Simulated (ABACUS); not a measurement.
Write an ASE script for ABACUS 3.10.1 that does the following.

```
Task                                          : single point
Functional                                    : r2SCAN
Potentials or basis                           : SG15 ONCV 1.2 PBE
Cutoff                                        : 939 eV
Density cutoff                                : 3755 eV
Basis                                         : plane waves
k mesh                                        : 7 × 7 × 7
Occupations                                   : fermi-dirac, width 0.05 eV
Spin                                          : no spin polarisation
Radial cutoff of the potentials (pseudo_rcut) : 10 bohr
SCF threshold on the density                  : 1e-08
Max SCF steps                                 : 100
Eigensolver                                   : dav
Mixing                                        : broyden
Mixing share                                  : 0.7
Symmetry key                                  : 1
Bands                                         : 16
```

The structure of Al lies in Al.xyz:

```xyz
1
Lattice="0.0000000000 2.0248050000 2.0248050000 2.0248050000 0.0000000000 2.0248050000 2.0248050000 2.0248050000 0.0000000000" Properties=species:S:1:pos:R:3 pbc="T T T"
Al     0.0000000000      0.0000000000      0.0000000000
```

These files were run (other wordings do the same):

run_abacus.py

```python
"""ABACUS run from a structure file: ASE reads it, the script writes STRU, KPT and INPUT."""
import re
import subprocess
from ase.io import read
from ase.units import Bohr

atoms = read("Al.xyz")
atoms = atoms[(-atoms.numbers).argsort(kind="stable")]  # ABACUS lists atoms element by element
pseudo = {'Al': 'Al_ONCV_PBE-1.2.upf'}
orbital = {}
magmoms = None
kmesh = [7, 7, 7]
params = {
    'suffix': 'Al',
    'calculation': 'scf',
    'basis_type': 'pw',
    'pseudo_dir': './',
    'symmetry': 1,
    'dft_functional': 'MGGA_X_R2SCAN+MGGA_C_R2SCAN',
    'ecutwfc': 69,
    'pseudo_rcut': 10,
    'nspin': 1,
    'nbands': 16,
    'ks_solver': 'dav',
    'smearing_method': 'fd',
    'smearing_sigma': 0.00367493,
    'scf_thr': 1e-08,
    'scf_nmax': 100,
    'mixing_type': 'broyden',
    'mixing_beta': 0.7,
    'cal_force': 1,
    'cal_stress': 1,
    'mixing_tau': 1,
    'out_chg': 1,
    'kpar': 4,
}

symbols = atoms.get_chemical_symbols()
elements = list(dict.fromkeys(symbols))
lines = ["ATOMIC_SPECIES"] + [f"{e} {atoms.get_masses()[symbols.index(e)]:.4f} {pseudo[e]}" for e in elements]
if orbital:
    lines += ["", "NUMERICAL_ORBITAL"] + [orbital[e] for e in elements]
lines += ["", "LATTICE_CONSTANT", f"{1 / Bohr:.10f}", "", "LATTICE_VECTORS"]
lines += [" ".join(f"{x:.10f}" for x in v) for v in atoms.cell]
lines += ["", "ATOMIC_POSITIONS", "Direct"]
for e in elements:
    lines += ["", e, "0.0", str(symbols.count(e))]
    for i, p in enumerate(atoms.get_scaled_positions(wrap=False)):
        if symbols[i] == e:
            mag = "" if magmoms is None else " mag " + " ".join(str(x) for x in (magmoms[i] if isinstance(magmoms[i], list) else [magmoms[i]]))
            lines.append(" ".join(f"{x:.10f}" for x in p) + " 1 1 1" + mag)
open("STRU", "w").write("\n".join(lines) + "\n")
open("KPT", "w").write("K_POINTS\n0\nGamma\n%d %d %d 0 0 0\n" % tuple(kmesh))
open("INPUT", "w").write("INPUT_PARAMETERS\n" + "".join(f"{k:<20s}{v}\n" for k, v in params.items()))

done = subprocess.run(['mpirun', '-np', '4', 'abacus'])
if done.returncode:
    raise SystemExit(done.returncode)
log = open("OUT.Al/running_scf.log").read()
print("final energy (eV):", re.findall(r"FINAL_ETOT_IS (\S+)", log))
```

Potentials or basis: SG15 ONCV 1.2 PBE, plane waves.

The run is started by

```bash
$ OMP_NUM_THREADS=1 python run_abacus.py > log
```

Results of the run:

```json
{
 "Pressure": "-5.8 GPa",
 "Band gap on the k mesh": "none (metal or under the smearing width)"
}
```

Caveat: the k mesh is coarse (spacing up to 0.38 Å⁻¹), so the values aren't converged; the potentials were made for another functional, which shifts forces and pressure.

Run time: 6.8 s on 4 MPI ranks on Intel(R) Xeon(R) Platinum 8488C (Sapphire Rapids), with other jobs on the host, peak memory 0.36 GiB a rank.
